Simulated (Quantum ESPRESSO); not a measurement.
# WS2 (R3m) in Quantum ESPRESSO: further runs

One crystal, WS2, is run at these levels: PBEsol+U; tasks: single point.

Everything below comes from runs of Quantum ESPRESSO 7.5. Logs are shortened: lines on timing, memory, paths and dates and some standing lists are left out, and cuts for length are marked.

## 1. The structure

It takes space group R3m (No. 160, trigonal). The conventional cell has a = 3.158 Å, b = 3.158 Å, c = 18.490 Å, α = 90.00°, β = 90.00°, γ = 120.00°. W (site symmetry 3m) is surrounded by 6 S at 2.39 to 2.42 Å. Around S (site symmetry 3m) lie 3 W at 2.39 Å. S (site symmetry 3m) is surrounded by 3 W at 2.42 Å.

Measurements of this composition are mostly on another form, of space group No. 194.

## 2. Single point, PBEsol+U, collinear spin, ferromagnetic start

pw.in reads:

```
&CONTROL
  calculation = 'scf'
  prefix = 'pwscf'
  outdir = './tmp'
  pseudo_dir = './pseudo'
  tprnfor = .true.
  tstress = .true.
  disk_io = 'nowf'
/
&SYSTEM
  ibrav = 0
  nat = 3
  ntyp = 2
  ecutwfc = 56
  ecutrho = 448
  nbnd = 23
  occupations = 'smearing'
  smearing = 'gaussian'
  degauss = 0.00367493
  nspin = 2
  starting_magnetization(1) = 0.1429
  starting_magnetization(2) = 0
/
&ELECTRONS
  conv_thr = 1.2d-07
  electron_maxstep = 100
  mixing_beta = 0.7
  mixing_ndim = 20
/
ATOMIC_SPECIES
W    183.8400 w_pbesol_v1.2.uspp.F.UPF
S     32.0600 s_pbesol_v1.4.uspp.F.UPF
CELL_PARAMETERS angstrom
   1.5790001700    0.9116361700    6.1633291500
  -1.5790001700    0.9116361700    6.1633291500
   0.0000000000   -1.8232723400    6.1633291500
ATOMIC_POSITIONS crystal
W      0.0000000000    0.0000000000    0.0000000000
S      0.7503000000    0.7503000000    0.7503000000
S      0.5810000000    0.5810000000    0.5810000000
K_POINTS automatic
7 7 7 0 0 0
HUBBARD {ortho-atomic}
U W-5d 5.0
```

Potentials or basis: GBRV 1.5 PBEsol.

Run with:

```sh
OMP_NUM_THREADS=1 mpirun -n 2 pw.x -nk 2 -in pw.in > pw.out
```

pw.out:

```text
This program is part of the open-source Quantum ESPRESSO suite
     for quantum simulation of materials; please cite
[... 13 lines left out ...]
     --------------------
     sticks:   dense  smooth     PW     G-vecs:    dense   smooth      PW
     Sum        2491    1251    407                57493    20353    3733

     Using Slab Decomposition

     bravais-lattice index     =            0
     lattice parameter (alat)  =      12.1459  a.u.
     unit-cell volume          =     359.2253 (a.u.)^3
     number of atoms/cell      =            3
     number of atomic types    =            2
     number of electrons       =        26.00
     number of Kohn-Sham states=           23
     kinetic-energy cutoff     =      56.0000  Ry
     charge density cutoff     =     448.0000  Ry
     scf convergence threshold =      1.2E-07
     mixing beta               =       0.7000
     number of iterations used =           20  plain     mixing
     Exchange-correlation= SLA  PW   PSX  PSC
                           (   1   4  10   8   0   0   0)
     Hubbard projectors: ortho-atomic
     Hubbard parameters of DFT+U (Dudarev formulation) in eV:
     U(W-5d) =  5.0000

     Internal variables: lda_plus_u =T, lda_plus_u_kind = 0

     Internal variables: orbital_resolved =F, hub_pot_fix =F, apply_U = F

     celldm(1)=  12.145949  celldm(2)=   0.000000  celldm(3)=   0.000000
     celldm(4)=   0.000000  celldm(5)=   0.000000  celldm(6)=   0.000000

     crystal axes: (cart. coord. in units of alat)
               a(1) = (   0.245669   0.141837   0.958921 )
               a(2) = (  -0.245669   0.141837   0.958921 )
               a(3) = (   0.000000  -0.283674   0.958921 )

     reciprocal axes: (cart. coord. in units 2 pi/alat)
               b(1) = (  2.035262  1.175059  0.347613 )
               b(2) = ( -2.035262  1.175059  0.347613 )
               b(3) = (  0.000000 -2.350119  0.347613 )

     PseudoPot. # 1 for W  read from file:
     w_pbesol_v1.2.uspp.F.UPF
     Pseudo is Ultrasoft + core correction, Zval = 14.0
     Generated by new atomic code, or converted to UPF format
     Using radial grid of  923 points,  8 beta functions with:
                l(1) =   0
                l(2) =   0
                l(3) =   0
                l(4) =   1
                l(5) =   1
                l(6) =   2
                l(7) =   2
                l(8) =   3
     Q(r) pseudized with  6 coefficients,  rinner =    1.350   1.350   1.350
                                                       1.350   1.350   1.350
                                                       1.350

     PseudoPot. # 2 for S  read from file:
     s_pbesol_v1.4.uspp.F.UPF
     Pseudo is Ultrasoft + core correction, Zval =  6.0
     Generated by new atomic code, or converted to UPF format
     Using radial grid of  907 points,  6 beta functions with:
                l(1) =   0
                l(2) =   0
                l(3) =   1
                l(4) =   1
                l(5) =   2
                l(6) =   2
[... 173 lines left out ...]

     negative rho (up, down):  3.555E-02 2.992E-02
[... 52 lines left out ...]
     total magnetization       =     0.00 Bohr mag/cell
     absolute magnetization    =     0.40 Bohr mag/cell

     iteration #  6     ecut=    56.00 Ry     beta= 0.70
     Davidson diagonalization with overlap
     c_bands:  1 eigenvalues not converged
     ethr =  5.56E-06,  avg # of iterations =  5.4

     negative rho (up, down):  3.416E-02 3.332E-02

     total energy              =    -206.80877535 Ry
     estimated scf accuracy    <       0.00137554 Ry
[... 52 lines left out ...]
     iteration # 11     ecut=    56.00 Ry     beta= 0.70
     Davidson diagonalization with overlap
     ethr =  1.71E-09,  avg # of iterations =  2.7

     negative rho (up, down):  3.368E-02 3.368E-02

     Magnetic moment per site  (integrated on atomic sphere of radius R)
     atom   1 (R=0.153)  charge= 10.3498  magn=  0.0000
     atom   2 (R=0.153)  charge=  4.1347  magn=  0.0001
     atom   3 (R=0.153)  charge=  4.1096  magn=  0.0000

     End of self-consistent calculation

     =================== HUBBARD OCCUPATIONS ===================
     ------------------------ ATOM    1 ------------------------
     Tr[ns(  1)] (up, down, total) =   2.42247  2.42250  4.84497
     Atomic magnetic moment for atom   1 =  -0.00003
     SPIN  1
     eigenvalues:
       0.441  0.441  0.481  0.481  0.578
     eigenvectors (columns):
      -0.000  0.000  0.000  0.000  1.000
       0.959 -0.280  0.015  0.028  0.000
      -0.280 -0.959  0.028 -0.015  0.000
      -0.009 -0.030 -0.879  0.476  0.000
       0.030 -0.009 -0.476 -0.879  0.000
     occupation matrix ns (before diag.):
       0.578  0.000  0.000  0.000  0.000
       0.000  0.441  0.000 -0.000 -0.001
[... 6 lines left out ...]
     eigenvectors (columns):
      -0.000  0.000  0.000  0.000  1.000
       0.959 -0.280  0.015  0.028  0.000
      -0.280 -0.959  0.028 -0.015  0.000
      -0.009 -0.031 -0.879  0.476  0.000
       0.031 -0.009 -0.476 -0.879  0.000
     occupation matrix ns (before diag.):
       0.577  0.000  0.000  0.000  0.000
       0.000  0.441  0.000 -0.000 -0.001
       0.000  0.000  0.441 -0.001  0.000
       0.000 -0.000 -0.001  0.482 -0.000
       0.000 -0.001  0.000 -0.000  0.482

     Number of occupied Hubbard levels =    4.8450

 ------ SPIN UP ------------

          k = 0.0000 0.0000 0.0000 (  2547 PWs)   bands (ev):

   -63.0262 -27.2450 -27.1267 -27.1267  -3.9852  -1.9553   3.8611   8.1429
     8.1429   9.5252   9.5252  10.0499  10.2709  13.9752  13.9752  14.2503
    14.2503  16.2674  19.3676  20.0193  21.5414  21.5415  23.4732

          k = 0.0000-0.3357 0.0497 (  2531 PWs)   bands (ev):
[... 253 lines left out ...]
   -63.0222 -27.2322 -27.1971 -27.1429  -3.4204  -2.2351   5.2531   7.3061
     7.4300   8.4492   9.0781   9.4193  10.8719  13.7966  13.8247  13.9899
    14.6956  17.8711  20.0450  20.7848  21.4966  22.2252  22.6635

 ------ SPIN DOWN ----------

          k = 0.0000 0.0000 0.0000 (  2547 PWs)   bands (ev):

   -63.0260 -27.2436 -27.1271 -27.1271  -3.9851  -1.9551   3.8638   8.1399
     8.1399   9.5252   9.5252  10.0543  10.2743  13.9751  13.9751  14.2489
    14.2489  16.2676  19.3680  20.0202  21.5414  21.5414  23.4732

          k = 0.0000-0.3357 0.0497 (  2531 PWs)   bands (ev):
[... 253 lines left out ...]
   -63.0220 -27.2308 -27.1975 -27.1433  -3.4203  -2.2349   5.2568   7.3041
     7.4297   8.4466   9.0781   9.4194  10.8770  13.7948  13.8250  13.9898
    14.6956  17.8709  20.0452  20.7851  21.4967  22.2253  22.6637

     the Fermi energy is    11.8588 ev

!    total energy              =    -206.80991550 Ry
     estimated scf accuracy    <       0.00000006 Ry
     smearing contrib. (-TS)   =      -0.00000000 Ry
     internal energy E=F+TS    =    -206.80991550 Ry

     The total energy is F=E-TS. E is the sum of the following terms:
     one-electron contribution =     -80.51939994 Ry
     hartree contribution      =      51.02368677 Ry
     xc contribution           =     -57.84226485 Ry
     ewald contribution        =    -119.92628466 Ry
     Hubbard energy            =       0.45434718 Ry

     total magnetization       =    -0.00 Bohr mag/cell
     absolute magnetization    =     0.00 Bohr mag/cell

     convergence has been achieved in  11 iterations

     negative rho (up, down):  3.368E-02 3.368E-02

     Forces acting on atoms (cartesian axes, Ry/au):

     atom    1 type  1   force =    -0.00000000    0.00000000   -0.02382397
     atom    2 type  2   force =    -0.00000000    0.00000000    0.01158360
     atom    3 type  2   force =     0.00000000   -0.00000000    0.01224037

     Total force =     0.029182     Total SCF correction =     0.000182

     Computing stress (Cartesian axis) and pressure

     negative rho (up, down):  3.368E-02 3.368E-02
          total   stress  (Ry/bohr**3)                   (kbar)     P=        1.36
  -0.00000553  -0.00000000  -0.00000000           -0.81       -0.00       -0.00
   0.00000000  -0.00000553  -0.00000000            0.00       -0.81       -0.00
  -0.00000000  -0.00000000   0.00003883           -0.00       -0.00        5.71

=------------------------------------------------------------------------------=
   JOB DONE.
=------------------------------------------------------------------------------=
```

Run time: 2.1 min. Hardware: 2 MPI ranks of Intel Xeon 6975P-C (Granite Rapids), shared host; peak memory 0.72 GiB.

What came out:

```
Free energy                                           : -2813.7922 eV
Pressure                                              : 0.1 GPa
Largest force                                         : 0.613 eV/Å
Band gap on the k mesh                                : 1.29 eV, indirect (least direct gap 2.21 eV)
Net moment                                            : 0.00 μB per cell
Absolute moment                                       : 0.00 μB per cell
Valence electrons inside the program's atomic spheres : W 10.35; S 4.13, 4.11
```

Forces in eV/Å, atoms in the order of the input:
```
W    0.000  0.000 -0.613
S    0.000  0.000  0.298
S    0.000  0.000  0.315
```

Eigenvalues of the final occupation matrices:
| site | spin | trace | eigenvalues |
| --- | --- | --- | --- |
| W 1 5d | 1 | 2.42 | 0.44 0.44 0.48 0.48 0.58 |
| W 1 5d | 2 | 2.42 | 0.44 0.44 0.48 0.48 0.58 |

Caveat: spin-orbit coupling is left out, which moves the levels of the heavy elements; an odd mesh through Γ misses points on the zone boundary, where band edges often lie.

## 3. Single point, PBEsol+U, collinear spin, ferromagnetic start

Edit pw.in of step 2 so:

```diff
@@ -7,3 +7,3 @@
   tstress = .true.
-  disk_io = 'nowf'
+  disk_io = 'low'
 /
@@ -11,2 +11,3 @@
   ibrav = 0
+  celldm(1) = 8
   nat = 3
@@ -32,6 +33,6 @@
 S     32.0600 s_pbesol_v1.4.uspp.F.UPF
-CELL_PARAMETERS angstrom
-   1.5790001700    0.9116361700    6.1633291500
-  -1.5790001700    0.9116361700    6.1633291500
-   0.0000000000   -1.8232723400    6.1633291500
+CELL_PARAMETERS alat
+  0.3729847340047   0.2153428358253   1.4558755136778
+ -0.3729847340047   0.2153428358253   1.4558755136778
+  0.0000000000000  -0.4306856716507   1.4558755136778
 ATOMIC_POSITIONS crystal
@@ -43,2 +44,2 @@
 HUBBARD {ortho-atomic}
-U W-5d 5.0
+U W-5d 6.0
```

pp_density.in reads:

```
&INPUTPP
  prefix = 'pwscf'
  outdir = './tmp'
  filplot = 'density.dat'
  plot_num = 0
/
&PLOT
  nfile = 1
  filepp(1) = 'density.dat'
  iflag = 3
  output_format = 6
  fileout = 'density.cube'
/
```

pp_potential.in reads:

```
&INPUTPP
  prefix = 'pwscf'
  outdir = './tmp'
  filplot = 'potential.dat'
  plot_num = 11
/
&PLOT
  nfile = 1
  filepp(1) = 'potential.dat'
  iflag = 3
  output_format = 6
  fileout = 'potential.cube'
/
```

pp_spin.in reads:

```
&INPUTPP
  prefix = 'pwscf'
  outdir = './tmp'
  filplot = 'spin.dat'
  plot_num = 6
/
&PLOT
  nfile = 1
  filepp(1) = 'spin.dat'
  iflag = 3
  output_format = 6
  fileout = 'spin.cube'
/
```

Potentials or basis: GBRV 1.5 PBEsol.

Run with:

```sh
OMP_NUM_THREADS=1 mpirun -n 2 pw.x -nk 2 -in pw.in > pw.out
OMP_NUM_THREADS=1 mpirun -n 1 pp.x -in pp_density.in > pp_density.out
OMP_NUM_THREADS=1 mpirun -n 1 pp.x -in pp_potential.in > pp_potential.out
OMP_NUM_THREADS=1 mpirun -n 1 pp.x -in pp_spin.in > pp_spin.out
```

Wall time 2.2 min (2 MPI ranks of Intel Xeon 6975P-C (Granite Rapids), shared host); peak memory 0.72 GiB.

It converged, with:

| Property | Result |
| --- | --- |
| Free energy | -2812.5578 eV |
| Pressure | 0.4 GPa |
| Largest force | 0.615 eV/Å |
| Band gap on the k mesh | 1.38 eV, indirect (least direct gap 2.11 eV) |
| Net moment | 0.00 μB per cell |
| Absolute moment | 0.00 μB per cell |
| Valence electrons inside the program's atomic spheres | W 10.35; S 4.14, 4.11 |

Forces on the atoms (eV/Å):
```
W    0.000  0.000 -0.615
S    0.000  0.000  0.304
S    0.000  0.000  0.311
```

Stress tensor (GPa, compression positive):
```
0.26 0.00 0.00
0.00 0.26 0.00
0.00 0.00 0.58
```

Levels at points of the mesh, in eV from the valence-band top:
Spin up:
| k point | band 10 | band 11 | band 12 | band 13 | band 14 | band 15 | band 16 | band 17 |
| --- | --- | --- | --- | --- | --- | --- | --- | --- |
| (0.00, 0.00, 0.00) | -1.78 | -1.78 | -1.37 | -1.11 | 2.66 | 2.66 | 2.92 | 2.92 |
Spin down:
```
           k point  band 11  band 12  band 13  band 14  band 15  band 16
(0.00, 0.00, 0.00)    -1.78    -1.36    -1.10     2.66     2.66     2.92
```

Eigenvalues of the final occupation matrices:
```tsv
site	spin	trace	eigenvalues
W 1 5d	1	2.42	0.44 0.44 0.48 0.48 0.59
W 1 5d	2	2.42	0.44 0.44 0.48 0.48 0.59
```

Caveat: spin-orbit coupling is left out, which moves the levels of the heavy elements; an odd mesh through Γ misses points on the zone boundary, where band edges often lie.

(Part 1 of 2 ends here.)
